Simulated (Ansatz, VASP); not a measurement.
**One calculation of Cu, two programs**

```
CELL_PARAMETERS angstrom
2.53076 0.00000 0.00000
-1.26538 2.19171 0.00000
0.00000 0.00000 8.26182
ATOMIC_POSITIONS crystal
Cu 0.00000 0.00000 0.00000
Cu 0.00000 0.00000 0.50000
Cu 0.33333 0.66667 0.25000
Cu 0.66667 0.33333 0.75000
```

This isn't the form of Cu at room conditions, which is fcc.

Alike in both runs: task relaxation of cell and atoms; functional PBEsol; dispersion D3(BJ); k mesh 11 × 11 × 3; no spin polarisation.

```csv
,VASP,Ansatz
version,VASP 6.6.1,Ansatz 0.2.0
potentials or method,"VASP PAW PBE potentials, release 64 (Cu)","plane waves, PAW"
plane-wave cutoff (eV),600,420
occupations,"methfessel-paxton of order 1, width 0.1 eV",methfessel-paxton of order 1
valence electrons in the cell,44,76
```

|  | VASP | Ansatz | Ansatz less VASP |
| --- | --- | --- | --- |
| relaxed volume (Å³/atom) | 10.85 | 10.79 | -0.052 |
| relaxed cell length with the largest relative difference (Å) | 2.480 | 2.476 | -0.0040 |
| energy change over the relaxation (meV/atom) | -19 | -22 | -3.1 |

The two sets of potentials don't hold the same shells in valence.

Caveats: the PAW data sets were made with another functional, which shifts forces and pressure a little (VASP); pairwise dispersion overbinds metals, which lowers pressure and volume.
